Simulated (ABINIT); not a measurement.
Al:

```xyz
1
Lattice="-1.5912 1.5912 1.5912 1.5912 -1.5912 1.5912 1.5912 1.5912 -1.5912" Properties=species:S:1:pos:R:3 pbc="T T T"
Al    0.0000    0.0000    0.0000
```

This isn't the form of Al at room conditions, which is fcc.

Base run:

```yaml
Program: ABINIT 10.8.3 (patched build)
Functional: PW91
Potentials_or_basis: JTH PAW PBE v2.0
Cutoff: 490 eV
k_mesh: 12 × 12 × 12
Occupations: fermi-dirac, width 0.05 eV
Spin: no spin polarisation
```

Its results: band gap on the k mesh none (metal or under the smearing width); pressure 4.3 GPa.

Q: After a change of settings the same cell gave: band gap on the k mesh none (metal or under the smearing width); pressure 3.7 GPa. Which change was it?
A. functional from PW91 to RPBE
B. functional from PW91 to BLYP
C. functional from PW91 to LDA
D. functional from PW91 to PBE

A: D.

Caveats: the PAW data sets were made with another functional, which shifts forces and pressure a little (some runs).
